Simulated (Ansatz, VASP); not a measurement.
## B: VASP beside Ansatz

```
CELL_PARAMETERS angstrom
1.61731 0.00000 0.00000
-0.80866 1.40063 0.00000
0.00000 0.00000 3.81719
ATOMIC_POSITIONS crystal
B 0.00000 0.00000 0.00000
```

Change from the starting cell: strain -0.050 along x and y, +0.050 along z, atoms carried along.

Alike in both runs: task single point; functional LDA; k mesh 33 × 33 × 14; occupations gaussian, width 0.15 eV; no spin polarisation.

```csv
,VASP,Ansatz
version,VASP 6.6.1,Ansatz 0.2.0
potentials or method,"VASP PAW LDA potentials, release 64 (B)","scalar-relativistic, plane waves, PAW"
plane-wave cutoff (eV),520,420
valence electrons in the cell,3,3
```

|  | VASP | Ansatz | Ansatz less VASP |
| --- | --- | --- | --- |
| gap on the k mesh at the Fermi level (eV) | none | none | - |
| pressure (GPa) | 30.2 | 30.0 | -0.13 |
| largest component of the traceless stress (GPa) | 32.49 | 32.22 | -0.265 |

A gap of «none» marks a metal or a gap that the smearing closes.

Caveats: so large a pressure means that the cell lies far from this level's equilibrium, or that cutoff or potentials fall short (VASP).
